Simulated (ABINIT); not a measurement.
# GaP (F-43m) in ABINIT: a series of runs, part 2 of 2

ABINIT 10.8.3 (patched build).

### Step 3. Single point, LDA

File run.abi:

```
# Pseudopotentials
pp_dirpath "./"
pseudos "Ga.LDA_PW-JTH.xml, P.LDA_PW-JTH.xml"

# Structure
acell 3.8540855109 3.8540855109 3.8540855109 Angstrom
rprim
     0.0000000000     0.7071067812     0.7071067812
     0.7071067812     0.0000000000     0.7071067812
     0.7071067812     0.7071067812     0.0000000000
ntypat 2
znucl 31 15
natom 2
typat 1 2
xred
     0.0000000000     0.0000000000     0.0000000000
     0.7500000000     0.7500000000     0.7500000000

# Plane-wave basis
ecut 408.170794 eV
pawecutdg 30.0

# k points
kptopt 1
ngkpt 6 6 6
nshiftk 1
shiftk 0.0 0.0 0.0

# Exchange and correlation
ixc 7

# Bands and occupations
nband 13
occopt 3
tsmear 0.05 eV

# SCF cycle
nstep 100
tolvrs 1.0e-9

# Output
iomode 3
prtwf 0
prtden 0
prteig 0
prtebands 0
enunit 1
prtvol 2
```

Potentials or basis: JTH PAW LDA v2.0.

On the command line:

```
abinit run.abi > log 2>&1
```

Run time: 5.6 s. Hardware: 1 thread of Intel Xeon at 2.70GHz, shared host; peak memory 0.07 GiB.

Results (log left out):

```yaml
Free_energy: -2341.2212 eV
Band_gap_on_the_k_mesh: 1.50 eV, indirect (least direct gap 1.60 eV)
Valence_electrons_inside_the_program's_atomic_spheres: Ga 11.12; P 1.63
```

Levels at points of the mesh, in eV from the valence-band top:
```csv
k point,band 5,band 6,band 7,band 8,band 9,band 10,band 11,band 12,band 13
"(0.00, 0.00, 0.00)",-14.58,-12.53,0.00,0.00,0.00,1.60,3.80,3.80,3.80
"(0.50, 0.00, 0.00)",-14.58,-10.44,-6.72,-1.13,-1.13,1.50,4.64,4.64,8.04
"(0.50, 0.50, 0.00)",-14.56,-9.52,-6.86,-2.71,-2.71,1.50,1.68,10.44,10.44
```

 A k mesh can miss the band edges.

### Step 4. Single point, LDA

Edit run.abi of step 3 so:

```diff
@@ -2,3 +2,3 @@
 pp_dirpath "./"
-pseudos "Ga.LDA_PW-JTH.xml, P.LDA_PW-JTH.xml"
+pseudos "Ga.upf, P.upf"
 
@@ -19,4 +19,3 @@
 # Plane-wave basis
-ecut 408.170794 eV
-pawecutdg 30.0
+ecut 979.609905 eV
 
@@ -34,3 +33,3 @@
 occopt 3
-tsmear 0.05 eV
+tsmear 0.00183747
 
@@ -38,3 +37,3 @@
 nstep 100
-tolvrs 1.0e-9
+tolvrs 1.0e-10
 
@@ -46,3 +45,2 @@
 prtebands 0
-enunit 1
-prtvol 2
+enunit 2
```

Potentials or basis: PseudoDojo NC SR LDA v0.4.1 standard.

On the command line:

```
abinit run.abi > log 2>&1
```

Wall time 34 s (1 thread of Intel Xeon at 2.70GHz, shared host); peak memory 0.07 GiB.

The run converged. Its results:

```yaml
Free_energy: -2268.0097 eV
Band_gap_on_the_k_mesh: 1.50 eV, indirect (least direct gap 1.60 eV)
Valence_electrons_inside_the_program's_atomic_spheres: Ga 10.85; P 2.78
```

Levels at points of the mesh, in eV from the valence-band top:
```tsv
k point	band 7	band 8	band 9	band 10	band 11	band 12
(0.00, 0.00, 0.00)	0.00	0.00	0.00	1.60	3.79	3.79
(0.50, 0.00, 0.00)	-6.72	-1.13	-1.13	1.50	4.63	4.63
(0.50, 0.50, 0.00)	-6.85	-2.71	-2.71	1.50	1.68	10.43
```

### Step 5. Single point, PBE

File run.abi:

```
pp_dirpath "./"
pseudos "Ga.upf, P.upf"

acell 3*1.0
rprim
     0.0000000000     5.1499761211     5.1499761211
     5.1499761211     0.0000000000     5.1499761211
     5.1499761211     5.1499761211     0.0000000000
ntypat 2
znucl 31 15
natom 2
typat 1 2
xred
     0.0000000000     0.0000000000     0.0000000000
     0.7500000000     0.7500000000     0.7500000000

ecut 979.609905 eV

kptopt 1
ngkpt 6 6 6
nshiftk 1
shiftk 0.0 0.0 0.0

ixc 11

nband 13
occopt 3
tsmear 0.05 eV

nstep 100
tolvrs 1.0e-10

iomode 3
prtwf 0
prteig 0
prtebands 0
enunit 1
prtden 1
prtvha 1
prtvclmb 1
prtpot 1
prtelf 1
```

Potentials or basis: PseudoDojo NC SR PBE v0.4.1 standard.

On the command line:

```
abinit run.abi > log 2>&1
```

run.abo:

```text
.Version 10.8.3 of ABINIT
 Symmetries : space group F-4 3 m (#216); Bravais cF (face-center cubic)
================================================================================
 Values of the parameters that define the memory need of the present run
     intxc =       0    ionmov =       0      iscf =       7    lmnmax =       6
     lnmax =       6     mgfft =      40  mpssoang =       3    mqgrid =    3001
     natom =       2  nloc_mem =       1    nspden =       1   nspinor =       1
    nsppol =       1      nsym =      24    n1xccc =    2501    ntypat =       2
    occopt =       3   xclevel =       2
       mpw =        2838          nfft =       64000          nkpt =          16
================================================================================
================================================================================

--------------------------------------------------------------------------------
------------- Echo of variables that govern the present computation ------------
[... 214 lines left out ...]
- sigma(3 3)= -1.66712816E+00  sigma(2 1)=  0.00000000E+00

== END DATASET(S) ==============================================================
================================================================================

 -outvars: echo values of variables after computation  --------
            acell      1.0000000000E+00  1.0000000000E+00  1.0000000000E+00 Bohr
           etotal     -8.3427646742E+01
            fcart      7.8426923538E-29  7.8426923538E-29 -2.3528077061E-28
                      -7.8426923538E-29 -7.8426923538E-29  2.3528077061E-28
            rprim      0.0000000000E+00  5.1499761211E+00  5.1499761211E+00
                       5.1499761211E+00  0.0000000000E+00  5.1499761211E+00
                       5.1499761211E+00  5.1499761211E+00  0.0000000000E+00
           strten     -5.6664534486E-05 -5.6664534486E-05 -5.6664534486E-05
                       0.0000000000E+00  0.0000000000E+00  0.0000000000E+00
           xangst      0.0000000000E+00  0.0000000000E+00  0.0000000000E+00
                       4.0878749972E+00  4.0878749972E+00  4.0878749972E+00
             xred      0.0000000000E+00  0.0000000000E+00  0.0000000000E+00
                       7.5000000000E-01  7.5000000000E-01  7.5000000000E-01
 Calculation completed.
```

Run time: 30 s. Hardware: 1 thread of Intel Xeon at 2.70GHz, shared host; peak memory 0.08 GiB.

What came out:

```yaml
Free_energy: -2270.1819 eV
Band_gap_on_the_k_mesh: 1.65 eV, indirect (least direct gap 1.82 eV)
Valence_electrons_inside_the_program's_atomic_spheres: Ga 10.83; P 2.79
```

Levels at points of the mesh, in eV from the valence-band top:
```tsv
k point	band 7	band 8	band 9	band 10	band 11	band 12
(0.00, 0.00, 0.00)	0.00	0.00	0.00	1.82	3.89	3.89
(0.50, 0.00, 0.00)	-6.63	-1.12	-1.12	1.67	4.72	4.72
(0.50, 0.50, 0.00)	-6.75	-2.68	-2.68	1.65	1.82	10.57
```

### Step 6. Overview

```csv
level,potentials or basis,cutoff (eV),fine-grid cutoff,gap on the mesh (eV)
PBE,PseudoDojo NC SR PBE v0.4.1 standard,980,-,1.65
LDA,JTH PAW LDA v2.0,408,816.342 eV,1.50
LDA,PseudoDojo NC SR LDA v0.4.1 standard,980,-,1.50
```

Alike in all rows: task single point; no spin polarisation; cell as given; k mesh 6 × 6 × 6; smearing fermi-dirac 0.05 eV.

Absolute energies hang on the potentials; compare differences alone.

### Step 7. How close it comes

Step 2. A measured gap of GaP is 2.34 eV (indirect; 10 K; quoted in “Stacking defects in GaP nanowires: Electronic structure and optical properties”, 2018, arxiv:1810.01194); the calculated 1.65 eV misses it by -0.69 eV. Spin-orbit coupling on Ga is left out. The value is that of PBE on a finite k mesh, which can miss the band edges, without temperature or zero-point motion. Semilocal functionals fall short of measured gaps as a rule.

Step 4. Measured gap of GaP: 2.34 eV (indirect; 10 K; quoted in “Stacking defects in GaP nanowires: Electronic structure and optical properties”, 2018, arxiv:1810.01194). This calculation gives 1.50 eV (-0.84 eV). Spin-orbit coupling on Ga is left out. The value is that of LDA on a finite k mesh, which can miss the band edges, without temperature or zero-point motion. Semilocal functionals fall short of measured gaps as a rule.

Step 5. Measured gap of GaP: 2.34 eV (indirect; 10 K; quoted in “Stacking defects in GaP nanowires: Electronic structure and optical properties”, 2018, arxiv:1810.01194). This calculation gives 1.65 eV (-0.69 eV). Spin-orbit coupling on Ga is left out. The value is that of PBE on a finite k mesh, which can miss the band edges, without temperature or zero-point motion. Semilocal functionals fall short of measured gaps as a rule.
